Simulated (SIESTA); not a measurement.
Runs of SIESTA 5.4.2 on As. The structure is orthorhombic, space group Cmce (No. 64). Conventional cell: a = 3.650 Å, b = 11.000 Å, c = 4.470 Å, α = 90.00°, β = 90.00°, γ = 90.00°. As (site symmetry m) is surrounded by 3 As at 2.48 to 2.49 Å. This isn't the form of As at room conditions, which is rhombohedral.

```tsv
task	level	potentials or basis	gap on the mesh (eV)	pressure (GPa)	V0 of scaled cells (Å³/atom)	B0 (GPa)	largest force (eV/Å)
equation of state	PBEsol	PseudoDojo 0.4 standard (PBEsol files), DZP (energy shift 0.003 Ry; two zetas on semicore shells)	-	-	23.18	64	-
band structure	LDA	PseudoDojo 0.4 standard (LDA files), DZP (energy shift 0.003 Ry; two zetas on semicore shells)	none	(b)	-	-	(a)
band structure	PBEsol	PseudoDojo 0.4 standard (PBEsol files), DZP (energy shift 0.003 Ry; two zetas on semicore shells)	none	2.3	-	-	0.50
band structure	BLYP	PseudoDojo 0.4 standard (PBE files), DZP (energy shift 0.003 Ry; two zetas on semicore shells)	-	10.3	-	-	0.59
equation of state	LDA	PseudoDojo 0.4 standard (LDA files), DZP (energy shift 0.003 Ry; two zetas on semicore shells)	-	-	22.65	(c)	-
```

Alike in all rows: no spin polarisation; cell as given; k mesh 8 × 8 × 6; smearing fermi-dirac 0.05 eV; grid cutoff 500 Ry; energy shift 0.003 Ry.

Task: Fill in the values left out.

Result: (a) 0.38; (b) 0.6; (c) 67.

Caveats: the basis of atomic orbitals isn't converged, which shifts pressures, moduli and gaps; the cell was scaled at fixed shape and fractional positions, which overstates the stiffness of a crystal with free parameters, most of all of layers and chains (some runs); the potentials were made for another functional, which shifts forces and pressure (some runs).

A k mesh can miss the band edges, and the runs leave out spin-orbit coupling on As.

A gap of «none» marks a metal or a gap under the smearing width.

Not every run made on this cell is shown here.
